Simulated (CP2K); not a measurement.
Moving the choice of potentials or basis in WC

It takes space group P-6m2 (No. 187, hexagonal). The conventional cell has a = 2.907 Å, b = 2.907 Å, c = 2.837 Å, α = 90.00°, β = 90.00°, γ = 120.00°. Around W (site symmetry -6m2) lie 6 C at 2.20 Å. Around C (site symmetry -6m2) lie 6 W at 2.20 Å.

Kept alike: task band structure; functional PBE; k mesh 10 × 10 × 9; occupations fermi-dirac, width 0.05 eV; no spin polarisation. Program: CP2K. The mesh is that of the run's cell of 2 atoms. No spin-orbit coupling.

| choice of potentials or basis | pressure (GPa) |
| --- | --- |
| GTH_POTENTIALS W GTH-BLYP-q14, C GTH-BLYP-q4; DZVP-MOLOPT-SR-GTH basis | 1.66 |
| GTH_POTENTIALS W GTH-PADE-q14, C GTH-PADE-q4; DZVP-MOLOPT-SR-GTH basis | -20.85 |
| GTH_POTENTIALS W GTH-PBE-q14, C GTH-PBE-q4; DZVP-MOLOPT-SR-GTH basis | 1.76 |
| POTENTIAL_UZH W GTH-PBE0-q14, C GTH-PBE0-q4; DZVP-MOLOPT-SR-GTH basis | 2.24 |
| POTENTIAL_UZH W GTH-SCAN-q14, C GTH-SCAN-q4; DZVP-MOLOPT-SR-GTH basis | -2.04 |

Pressure is positive in compression. For a metal such a mesh leaves the last digits unconverged.

Question: What does the choice of potentials or basis change here?

Answer: The pressure runs from -20.85 (GTH_POTENTIALS W GTH-PADE-q14, C GTH-PADE-q4; DZVP-MOLOPT-SR-GTH basis) to 2.24 GPa (POTENTIAL_UZH W GTH-PBE0-q14, C GTH-PBE0-q4; DZVP-MOLOPT-SR-GTH basis).
